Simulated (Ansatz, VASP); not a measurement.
## One calculation of MgS, two programs

INCAR

```
SYSTEM = MgS
PREC = Accurate ; ENCUT = 600
EDIFF = 1E-6 ; ISMEAR = 0
SIGMA = 0.02 ; LREAL = .False.
LASPH = .True. ; NELM = 100
ALGO = Normal ; ISIF = 3
LWAVE = .False. ; LCHARG = .False.
GGA = PE ; IBRION = 2
NSW = 100 ; EDIFFG = -0.002
```

File KPOINTS:

```
regular mesh
0
Gamma
  6 6 6
  0 0 0
```

File POSCAR:

```
MgS
1.0
    0.0000000000      2.6000000000      2.6000000000
    2.6000000000      0.0000000000      2.6000000000
    2.6000000000      2.6000000000      0.0000000000
Mg S
1 1
Direct
    0.0000000000      0.0000000000      0.0000000000
    0.5000000000      0.5000000000      0.5000000000
```

Input for Ansatz:

```yaml
crystal:
  lattice:
    - [0.0, 2.6, 2.6]
    - [2.6, 0.0, 2.6]
    - [2.6, 2.6, 0.0]
  atoms:
    - { symbol: Mg, position: [0.0, 0.0, 0.0] }
    - { symbol: S, position: [0.5, 0.5, 0.5] }
basis:
  ecutwfc: 420
kpoints:
  mp_grid: { grid: [6, 6, 6] }
hamiltonian:
  xc: pbe
  pseudopotentials: { kind: paw, azcp: { folder: soft_1 } }
scf:
  occupations: { method: gaussian, width: 0.02 }
output:
  forces: true
  stress: true
  eigenvalues: true
  write_density: true
  write_potential: true
  elf: true
  volumetric_format: npy
relax:
  adjacent_minimum: "off"
  f_tol: 0.002
  max_steps: 80
  cell: { stress_tol: 0.02 }
```

The cell was built by a generator and isn't the measured one.

Alike in both runs: task relaxation of cell and atoms; functional PBE; k mesh 6 × 6 × 6; occupations gaussian, width 0.02 eV; no spin polarisation.

|  | VASP | Ansatz |
| --- | --- | --- |
| version | VASP 6.6.1 | Ansatz 0.2.0 |
| potentials or method | VASP PAW PBE potentials, release 64 (Mg, S) | scalar-relativistic, plane waves, PAW |
| plane-wave cutoff (eV) | 600 | 420 |
| valence electrons in the cell | 8 | 16 |

Ansatz gave:

- gap on the k mesh at the Fermi level, each at its own relaxed structure (eV): 2.75
- relaxed volume (Å³/atom): 17.88
- relaxed cell length with the largest relative difference (Å): 3.698
- energy change over the relaxation (meV/atom): -1

Estimate VASP's values.

gap on the k mesh at the Fermi level, each at its own relaxed structure (eV): 2.75; relaxed volume (Å³/atom): 17.82; relaxed cell length with the largest relative difference (Å): 3.694; energy change over the relaxation (meV/atom): -1.

The two sets of potentials don't hold the same shells in valence.

A k mesh can miss the band edges. PBE gaps usually lie below the measured ones, often by a third to a half.
